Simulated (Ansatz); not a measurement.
## All-electron card of V

```yaml
crystal:
  lattice:
    - [2.61252, 0.00000, 0.00000]
    - [-1.30626, 2.26251, 0.00000]
    - [0.00000, 0.00000, 4.68790]
  atoms:
    - { symbol: V, position: [0.33333, 0.66667, 0.25000] }
    - { symbol: V, position: [0.66667, 0.33333, 0.75000] }
```

Atom numbers follow the list: V1, V2.

The structure comes from a relaxation in the same program, started in the hcp type, and has space group P6_3/mmc. Whether it is a known phase or the ground state wasn't checked.

These are results of Ansatz 0.2.0, DFT, PBE, all-electron LAPW, scalar-relativistic, not measurements.

Settings: a Γ-centred 18×18×10 k mesh, Fermi–Dirac smearing of 0.08 eV, basis error target 1 meV/atom, spin-polarised from start moments V1 1.5, V2 1.5 μB (the moments died away, and the run ended non-magnetic).

```json
{"Band gap": "none: bands cross the Fermi level, a metal", "Density of states at the Fermi level (0.2 eV bin)": "3.58 states/eV per cell", "Volume per atom": "13.85 Å³", "Pressure at this cell": "-0.04 GPa"}
```
